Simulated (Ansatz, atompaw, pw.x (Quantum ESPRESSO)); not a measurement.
# germanium (bcc): variants of one PAW (atompaw) potential in the solid

* Element: germanium (Ge)
* Generator: atompaw 4.2.0.5
* Type: PAW
* Functional: PBE
* Relativity: scalar-relativistic
* Frozen core: [Ar] 3d10
* Valence charge: 4
* Reference configuration: 4s2 4p2
* Partial waves: 4s (bound): rc 1.95 bohr; 4s channel at 1.75 Ry: rc 2.25 bohr; 4p (bound): rc 2.25 bohr; 4p channel at 2.75 Ry: rc 2.25 bohr; 4d channel at 0.05 Ry: rc 2.10 bohr
* Local potential: bessel scheme, radius 2.20 bohr
* Core correction: smooth core density matched at 1.15 bohr
* Augmentation charge: besselshape compensation charge, radius 2.05 bohr; PAW radius 2.25 bohr; waves and projectors: modrrkj vanderbiltortho

Crystal test: bcc Ge in pw.x 7.5, no spin, 14³ k-points, Fermi–Dirac smearing 0.01 Ry, cutoffs set for each file from its atomic test. The reference is all-electron LAPW (Ansatz 0.2.0) with the same functional, mesh and smearing; V0 and B0 come from Birch–Murnaghan fits to the pressures at five volumes. Errors are pseudo minus all-electron; Δ is the rms difference of the E(V) curves that follow from these fits, minima aligned, over ±6 % about the mean V0. Mesh and smearing are coarse, so the numbers serve the comparison and aren't converged zero-temperature values; the lattice is a test structure that the element need not adopt.

All-electron: a0 = 3.377 Å (V0 = 19.26 Å³/atom), B0 = 64.5 GPa.

Base: This is a poor potential for the solid. The pseudo pressure rises with volume over the whole range, a mechanical instability.

2 further variants are left out: they gave no file fit for a test, a broken result, the same result as the base, or pressures whose basis-set error rivals the error shown.

A dash in a converged row means that the minimum lies outside the volumes sampled.

```csv
change,cutoffs (Ry),pw.x,a0 (Å),a0 error (%),B0 error (%),Δ (meV/atom),mean pressure error (GPa)
base,40/400,converged,–,–,–,–,-18.68
"augmentation besselshape compensation charge, radius 2.05 bohr; PAW radius 2.25 bohr; waves and projectors: custom polynom vanderbiltortho",40/400,converged,3.375,-0.08,+1.9,0.6,-0.16
"augmentation besselshape compensation charge, radius 1.10 bohr; PAW radius 2.25 bohr; waves and projectors: modrrkj vanderbiltortho",40/400,converged,–,–,–,–,-11.50
wave 4s channel at 1.75 Ry: rc 2.25 bohr becomes 4s channel at 9.27 Ry: rc 2.25 bohr,40/400,converged,–,–,–,–,-20.42
```
